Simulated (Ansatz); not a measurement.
All numbers below come from DFT PBE, scalar-relativistic, plane waves, PAW in Ansatz 0.2.0.

Settings: cutoff 420 eV, Γ-centred mesh 9×9×6 on the computed 3-atom cell, Gaussian smearing of 0.02 eV; no spin polarisation.

Structure with the computed forces (eV/Å) in the last three columns:

```xyz
3
Lattice="4.2459 0.0000 0.0000 -2.1230 3.6771 0.0000 0.0000 0.0000 5.1143" Properties=species:S:1:pos:R:3:forces:R:3 pbc="T T T" pressure_GPa=-1.81
Se    1.0543    0.0000    1.7048   -0.5920    0.0000    0.0000
Se   -0.5271    0.9130    3.4096    0.2960   -0.5130    0.0000
Se    1.5958    2.7640    0.0000    0.2960    0.5130    0.0000
```

Stress tensor (GPa, compression positive):

```
-1.70  0.00  0.00
 0.00 -1.70  0.00
 0.00  0.00 -2.03
```